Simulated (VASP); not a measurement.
A run of VASP 6.6.1 is set up as follows.

run.py

```python
from ase.calculators.vasp import Vasp
from ase.dft.bandgap import bandgap
from ase.spacegroup import crystal

atoms = crystal(
    ['Ru', 'Al'],
    basis=[[0.5, 0.5, 0.5], [0.0, 0.0, 0.0]],
    spacegroup=221,
    setting=1,
    cellpar=[2.9916, 2.9916, 2.9916, 90.0, 90.0, 90.0],
    primitive_cell=True,
)
calc = Vasp(
    directory='calc',
    xc='lda',
    pp='LDA',
    setups='materialsproject',
    prec='Accurate',
    encut=520,
    ediff=1e-07,
    ismear=0,
    sigma=0.1,
    lreal=False,
    lasph=True,
    nelm=80,
    algo='Fast',
    isif=2,
    lwave=False,
    lcharg=False,
    kpts=[9, 9, 9],
    gamma=True,
)
atoms.calc = calc

print('energy (eV):', atoms.get_potential_energy())
print('free energy (eV):', atoms.get_potential_energy(force_consistent=True))
print('forces (eV/A):')
print(atoms.get_forces())
print('stress (eV/A^3, Voigt):', atoms.get_stress())
print('Fermi level (eV):', calc.get_fermi_level())
gap, top, bottom = bandgap(calc)
print('band gap (eV):', gap, 'from (spin, k, band)', top, 'to', bottom)
```

Potentials or basis: VASP PAW LDA potentials, release 64 (Ru_pv, Al).

Run with:

```sh
$ python run.py
```

(1) Predict the band gap on the k mesh.

(2) What does it give for the pressure?

## Answers

(1) none (metal or under the smearing width).

(2) -7.7 GPa.
